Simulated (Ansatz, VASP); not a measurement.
# BN in VASP and in Ansatz

```
CELL_PARAMETERS angstrom
1.25112 0.72234 3.37293
-1.25112 0.72234 3.37293
0.00000 -1.44467 3.37293
ATOMIC_POSITIONS crystal
B 0.88426 0.05731 0.05731
N 0.33276 0.33276 0.33276
```

Change from the starting cell: all B atoms moved +0.250 Å, as atom 1 towards its neighbour atom 2 (N) at 1.445 Å.

Alike in both runs: task single point; functional PBE; dispersion D3(BJ); k mesh 12 × 12 × 12; occupations gaussian, width 0.05 eV; no spin polarisation.

|  | VASP | Ansatz |
| --- | --- | --- |
| version | VASP 6.6.1 | Ansatz 0.2.0 |
| potentials or method | VASP PAW PBE potentials, release 64 (B, N) | scalar-relativistic, plane waves, PAW |
| plane-wave cutoff (eV) | 520 | 420 |
| valence electrons in the cell | 8 | 8 |

|  | VASP | Ansatz | Ansatz less VASP |
| --- | --- | --- | --- |
| gap on the k mesh at the Fermi level (eV) | 2.00 | 2.02 | +0.013 |
| least direct gap on the mesh (eV) | 3.95 | 3.96 | +0.009 |
| rms of the force components (eV/Å) | 9.408 | 9.368 | -0.0392 |

Atom by atom the forces differ by 0.039 eV/Å (rms over components).

Caveats: forces of over 1 eV/Å show positions far from the minimum, so gaps and moduli don't describe the material at rest. A k mesh can miss the band edges.
